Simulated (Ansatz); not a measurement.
Consider ZnTe in the zinc blende structure (space group F-43m, No. 216; a = 6.0657 Å).

Levels (all Ansatz, a program for electronic structure, PAW): PBEsol (420 eV, no spin-orbit coupling); HSE06 (420 eV, no spin-orbit coupling).

The geometry is relaxed with PBEsol.

- PBEsol lowest conduction level above the VBM at special points: Γ 1.24 eV; L 1.73 eV; X 2.19 eV

Problem. How does going to HSE06 change the lowest conduction level above the VBM at special points?

Solution. The lowest conduction level above the VBM at special points becomes Γ 2.37 eV; L 2.72 eV; X 3.05 eV (PBEsol: Γ 1.24 eV; L 1.73 eV; X 2.19 eV).

Single points use the geometry relaxed with PBEsol. The levels and masses belong to the bands next to the band gap. Stability against distortions was not tested.
